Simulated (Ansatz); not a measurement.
# Cold compression of Se (diamond type)

```xyz
2
Lattice="0.0000 3.1657 3.1657 3.1657 0.0000 3.1657 3.1657 3.1657 0.0000" Properties=species:S:1:pos:R:3 pbc="T T T"
Se   -0.7914   -0.7914   -0.7914
Se    0.7914    0.7914    0.7914
```

The cell comes from a relaxation on PAW files under the same functional, begun from a prototype that needn't be the stable phase.

Its volume is scaled at fixed shape and fractional positions.

All numbers are PBE results (scalar-relativistic) from Ansatz 0.2.0, with a Γ-centred 11×11×11 k mesh, Fermi–Dirac smearing of 0.1 eV, no spin polarisation. Methods: LAPW: all electrons, basis error target 1 meV/atom; PAW: frozen-core files, cutoff 420 eV; crystal datasets: all electrons, by PAW datasets that the program makes for each cell; norm-conserving: pseudopotentials, cutoff 1170 eV; PAW (cutoff 250 eV): frozen-core files, cutoff 250 eV.

Energies are extrapolated to zero smearing and count from the unscaled cell; pressure is positive in compression; gaps take the mesh and a band path. No temperature or zero-point motion is included.

```csv
V/V0,V (Å³/atom),P LAPW (GPa),ΔE LAPW (eV/atom),P PAW − LAPW (GPa),ΔE PAW − LAPW (meV/atom)
1.00,31.73,0.03,0.000,0.00,0.0
0.90,28.55,5.09,0.046,0.00,0.1
0.80,25.38,13.60,0.223,0.00,0.2
0.70,22.21,28.3,0.624,0.00,0.2
0.60,19.04,?,?,?,?
0.50,15.86,104.1,2.917,0.01,0.7
0.40,12.69,212.3,5.903,-0.03,0.8
```

Question: Fit the Vinet equation to the LAPW pressures shown (residuals weighted by 1/(|P| + 0.03·Pmax)), and predict the pressure of the withheld row.

Answer: The fit gives V0 = 31.78 Å³/atom, B0 = 37.1 GPa and B0′ = 4.43. At 19.04 Å³/atom, x = (V/V0)^(1/3) = 0.8430, and P = 3·B0·(1 − x)/x²·exp[1.5·(B0′ − 1)·(1 − x)] = 55.1 GPa. The run itself gave 54.1 GPa (+1.8 % off) and ΔE = 1.415 eV/atom.

Question: From the table, what is the rise of the enthalpy H = E + pV up to the last row, and how stiff is the crystal between the last two rows?

Answer: ΔH = 5.903 eV + (212.3 GPa × 12.69 Å³ − 0.03 GPa × 31.73 Å³) × 0.006242 eV/(GPa·Å³) = 22.72 eV/atom, of which pV makes 74 %. The mean bulk modulus there is −ΔP/Δln V = 485 GPa.

Question: At the smallest volume, how far do crystal datasets and norm-conserving and PAW (cutoff 250 eV) lie from LAPW in pressure?

Answer: crystal datasets: -0.01 GPa; norm-conserving: -0.82 GPa; PAW (cutoff 250 eV): +10.43 GPa, on a LAPW pressure of 212.3 GPa.
